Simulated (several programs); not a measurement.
SiC (P6_3mc) from a database of computed structures, relaxed with r2SCAN in Ansatz, was computed with several methods. Space group P6_3mc (No. 186), hexagonal; a = 3.078 Å, c = 15.108 Å in the conventional setting, 10.33 Å³ an atom. Si is surrounded by 4 C at 1.88–1.89 Å; Si is surrounded by 4 C at 1.89 Å; C is surrounded by 4 Si at 1.88–1.89 Å; C is surrounded by 4 Si at 1.89 Å. Calculated for a static, non-magnetic cell.

```cif
data_structure
_symmetry_space_group_name_H-M 'P 1'
_symmetry_Int_Tables_number 1
_cell_length_a 3.0783
_cell_length_b 3.0783
_cell_length_c 15.1082
_cell_angle_alpha 90.000
_cell_angle_beta 90.000
_cell_angle_gamma 120.000
_cell_volume 123.98
loop_
_atom_site_label
_atom_site_type_symbol
_atom_site_fract_x
_atom_site_fract_y
_atom_site_fract_z
_atom_site_occupancy
Si1 Si 0.33333 0.66667 0.83298 1
Si2 Si 0.66667 0.33333 0.33298 1
Si3 Si 0.66667 0.33333 0.66650 1
Si4 Si 0.33333 0.66667 0.16650 1
Si5 Si 0.00000 0.00000 0.49972 1
Si6 Si 0.00000 0.00000 0.99972 1
C1 C 0.00000 0.00000 0.87437 1
C2 C 0.00000 0.00000 0.37437 1
C3 C 0.33333 0.66667 0.70800 1
C4 C 0.66667 0.33333 0.20800 1
C5 C 0.66667 0.33333 0.54153 1
C6 C 0.33333 0.66667 0.04153 1
```

Gaps and times are for a single point on this cell; volume and bulk modulus come from each method's own relaxation or energy curve at fixed shape, which is too stiff where a cell has free coordinates or axes. Times are rough, from shared hosts (Arm Neoverse V2), and each method has its own mesh and cell size. A double dagger marks a value from a curve with shape and coordinates held. A star marks a curve whose lowest point is an end point. Gaps from k meshes are read at a limited set of points (mesh, symmetry points, PBE's band edges), so each method's own least gap may be somewhat smaller. Force fields have no electrons; where one was fitted to this phase, its volume and modulus reflect the fit. Minimal bases can be far off for gaps. Times of the plane-wave ladder aren't listed, since it ran on unlike processors and cards. GLLB-SC's gap includes the derivative discontinuity. d marks a direct gap, i an indirect one (no mark: not told apart), a dash a value that wasn't computed or didn't pass its checks.

```csv
method,kind,gap (eV),own volume (Å³/atom),bulk modulus (GPa),atoms computed,processor time
PBEsol,semilocal,–,10.34,–,12,–
SiC_Erhart-Albe.tersoff (LAMMPS),force field,–,10.36,224‡,12,0.1 s
SiC.vashishta (LAMMPS),force field,–,10.31,223‡,12,0.1 s
SiCGe.tersoff (LAMMPS),force field,–,10.09,–,12,0.1 s
non-self-consistent DFTB (CP2K),tight binding,7.54 d,–,–,12,0.63 s
light PBE (260 eV and a coarse mesh),light plane-wave,1.96 i,–,–,12,2.2 s
PBE,semilocal,2.02 i,10.50,213‡,12,–
PBE/SZV (CP2K),small basis,6.02 i,11.27*‡,199*‡,12,18 s
LDA,semilocal,1.97 i,10.14,–,12,–
r2SCAN,semilocal,2.39 i,10.33,227‡,12,–
PBE/DZVP (CP2K),small basis,2.09 i,10.46‡,213‡,12,50 s
GLLB-SC (GPAW),model potential,3.37,–,–,12,59 s
PBE0,hybrid,3.64 i,–,–,12,–
HSE06,hybrid,2.91 i,–,–,12,–
r2SCANh,hybrid,2.97 i,–,–,12,–
DDH-PBE0,hybrid,2.93 i,–,–,12,–
```

Task: How far from the measured values lie the methods that can be set against them?

Result:
- Volume, measured 10.36 Å³ an atom: PBEsol -0.3 %, SiC_Erhart-Albe.tersoff (LAMMPS) -0.1 %, SiC.vashishta (LAMMPS) -0.5 %, SiCGe.tersoff (LAMMPS) -2.7 %, PBE +1.3 %, LDA -2.2 %, r2SCAN -0.3 %.
The calculations are for a static lattice; samples hold vibrations, temperature and, in optical gaps, excitons. A measured value is shown where most reports agree with it, and only for the quantities listed. Sources: 10.36 Å³ an atom (from the lattice constants; a of recovered SiC-6H; 300 K; “Oxidation of the Interiors of Carbide Exoplanets”; unreacted SiC in a mixed-phase sample recovered from 42 GPa and 1800 K; 2020; arxiv:2005.03175).
